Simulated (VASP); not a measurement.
The system is Al2O3 (Corundum).

```
CELL_PARAMETERS angstrom
2.33166 1.34618 4.24344
-2.33166 1.34618 4.24344
0.00000 -2.69237 4.24344
ATOMIC_POSITIONS crystal
Al 0.85216 0.85216 0.85216
Al 0.64784 0.64784 0.64784
Al 0.14784 0.14784 0.14784
Al 0.35216 0.35216 0.35216
O 0.05668 0.75000 0.44332
O 0.75000 0.44332 0.05668
O 0.44332 0.05668 0.75000
O 0.94332 0.25000 0.55668
O 0.25000 0.55668 0.94332
O 0.55668 0.94332 0.25000
```

Base run:

```yaml
Program: VASP 6.6.1
Functional: PBE
Potentials_or_basis: VASP PAW PBE potentials, release 64 (Al, O)
Cutoff: 520 eV
k_mesh: 7 × 7 × 7
Occupations: fermi-dirac, width 0.05 eV
Spin: no spin polarisation
```

Its results: band gap on the k mesh 7.01 eV, direct; pressure 25.4 GPa; largest force 0.073 eV/Å.

The run is repeated on the same cell with these changes: functional from PBE to revPBE; dispersion from none to D4. What comes out?

Band gap on the k mesh 7.09 eV, direct; pressure 17.4 GPa; largest force 0.099 eV/Å.

Several settings changed at once, so the effect can't be laid on one alone.

Caveats: so large a pressure means that the cell lies far from this level's equilibrium, or that cutoff or potentials fall short; an odd mesh through Γ misses points on the zone boundary, where band edges often lie; the potentials were made for another functional, which shifts forces and pressure (some runs).
